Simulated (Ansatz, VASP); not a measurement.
# ZrH in VASP and in Ansatz

```
Zr H
1.0
     3.19143    0.00000    0.00000
     0.00000    3.19143    0.00000
     0.00000    0.00000    4.99587
Zr H
2 2
Direct
  0.00000 0.50000 0.00000
  0.50000 0.00000 0.50000
  0.00000 0.00000 0.75000
  0.00000 0.00000 0.25000
```

Alike in both runs: functional PBEsol; k mesh 14 × 14 × 8; occupations fermi-dirac, width 0.15 eV; no spin polarisation.

Ansatz relaxed the structure, and its values are those at the end. VASP's run is a single point on that final structure, the one shown.

```csv
,VASP,Ansatz
version,VASP 6.6.1,Ansatz 0.2.0
potentials or method,"VASP PAW PBE potentials, release 64 (Zr_sv, H)","scalar-relativistic, plane waves, PAW"
plane-wave cutoff (eV),520,420
valence electrons in the cell,26,26
```

|  | VASP | Ansatz | Ansatz less VASP |
| --- | --- | --- | --- |
| gap on the k mesh at the Fermi level (eV) | none | none | - |
| pressure (GPa) | 0.0 | 0.0 | -0.04 |

A gap of «none» marks a metal or a gap that the smearing closes.

Caveats: the PAW data sets were made with another functional, which shifts forces and pressure a little (VASP).
